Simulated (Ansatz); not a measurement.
# CaF2 (Fm-3m): equation of state with a fit, by script

The task is an equation of state with a fit, for CaF2 (Fm-3m).

All numbers are computed with Ansatz 0.2.0 through its Python package. Level of theory: DFT PBE, plane waves, PAW.

### 1 The system

The structure is cubic, space group Fm-3m (No. 225). The conventional cell has a = 5.462 Å, b = 5.462 Å, c = 5.462 Å, α = 90.00°, β = 90.00°, γ = 90.00°. Ca (site symmetry m-3m) has 8 F at 2.37 Å as nearest neighbours. F (site symmetry -43m) is surrounded by 4 Ca at 2.37 Å.

No structure file is read: the coordinates are typed or built in the script.

### 2 The script

File eos.py:

```python
"""Energy against volume for CaF2, with a fit."""

import ansatz as az
from ase.eos import EquationOfState
from ase.units import GPa
import numpy as np

vectors0 = np.array([
    [0.0, 2.731, 2.731],
    [2.731, 0.0, 2.731],
    [2.731, 2.731, 0.0],
])
sites = [
    ("Ca", (0.0, 0.0, 0.0)),
    ("F", (0.25, 0.25, 0.25)),
    ("F", (0.75, 0.75, 0.75)),
]


def crystal_on(cell):
    crystal = az.Crystal(lattice=az.Lattice.of(cell))
    for symbol, position in sites:
        crystal = crystal.atom(symbol, position)
    return crystal

# scale the volume, keep shape and fractions
volumes, energies = [], []
for scale in np.linspace(0.94, 1.06, 7):
    cell = vectors0 * scale ** (1 / 3)
    calculation = crystal_on(cell).calculation()
    calculation = calculation.functional(az.Functional.PBE).pseudopotentials("paw")
    calculation = calculation.basis(450)
    calculation = calculation.occupations(az.OccupationsMethod.FIXED).kpoints(6, 6, 6)
    rep = calculation.run(threads=1).report
    volumes.append(abs(np.linalg.det(cell)) / len(sites))
    energies.append(rep["free_energy_ev"] / len(sites))
    print(f"V = {volumes[-1]:8.4f} A^3/atom  F = {energies[-1]:.5f} eV/atom")

eos = EquationOfState(volumes, energies, eos="murnaghan")
v0, e0, bulk = eos.fit()
print(f"V0 = {v0:.4f} A^3/atom, E0 = {e0:.5f} eV/atom, B = {bulk / GPa:.1f} GPa")
eos.plot("eos.png")
```

### 3 The input behind the calls

The engine receives this input (first run):

```yaml
crystal:
  lattice:
    - [0.0, 2.6752496629021985, 2.6752496629021985]
    - [2.6752496629021985, 0.0, 2.6752496629021985]
    - [2.6752496629021985, 2.6752496629021985, 0.0]
  atoms:
    - { symbol: Ca, position: [0.0, 0.0, 0.0] }
    - { symbol: F, position: [0.25, 0.25, 0.25] }
    - { symbol: F, position: [0.75, 0.75, 0.75] }
basis:
  ecutwfc: 450.0
kpoints:
  mp_grid:
    grid: [6, 6, 6]
hamiltonian:
  xc: pbe
  pseudopotentials:
    kind: paw
scf:
  occupations:
    method: fixed
```

### 4 Running it

Started as:

```
$ python eos.py
```

**Question.** Estimate the equilibrium volume and the bulk modulus.

The runs gave:

| quantity | value |
| --- | --- |
| runs compared | 7 |
| range of energy | 28.45 meV/atom |
| lowest point, volume (Å³/atom) | 13.851 |
| equilibrium volume (fit) | 13.95 Å³/atom |
| bulk modulus (fit) | 78 GPa |

**Reading.** A third-order Birch-Murnaghan fit through the 7 points (the script's own form differs a little) has its minimum at 13.95 Å³ an atom, 2.7 % above the typed cell, with a bulk modulus of 78 GPa and dB/dP = 4.4. From that minimum the energy rises by 28.6 meV an atom on the compressed side and 3.3 meV on the expanded side.
